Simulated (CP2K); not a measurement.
**Pb in CP2K: the effect of functional**

Pb:

```
Pb
1.0
     3.50021    0.00000    0.00000
     1.75010    3.03127    0.00000
     1.75010    1.01042    2.85791
Pb
1
Direct
  0.00000 0.00000 0.00000
```

Alike in all runs:

| Property | Result |
| --- | --- |
| Program | CP2K 2026.2 |
| Task | atomic charges |
| Potentials or basis | POTENTIAL_UZH Pb GTH-PBE-q4; TZVP-MOLOPT-PBE-GTH basis |
| Density cutoff | 9184 eV |
| k mesh | 9 × 9 × 9 |
| Occupations | fermi-dirac, width 0.05 eV |
| Spin | no spin polarisation |

| functional | pressure (GPa) |
| --- | --- |
| LDA | 2.8 |
| PBEsol | 2.5 |
| PW91 | 3.6 |
| WC | 2.8 |
| revPBE | 3.3 |
| MS2 | ? |

Q: What does the run with functional MS2 give?

A: Pressure 4.3 GPa.

Caveats: the potentials were made for another functional, which shifts forces and pressure; the basis of atomic orbitals isn't converged, which shifts pressures, moduli and gaps.

Runs at the PBE level aren't shown here.
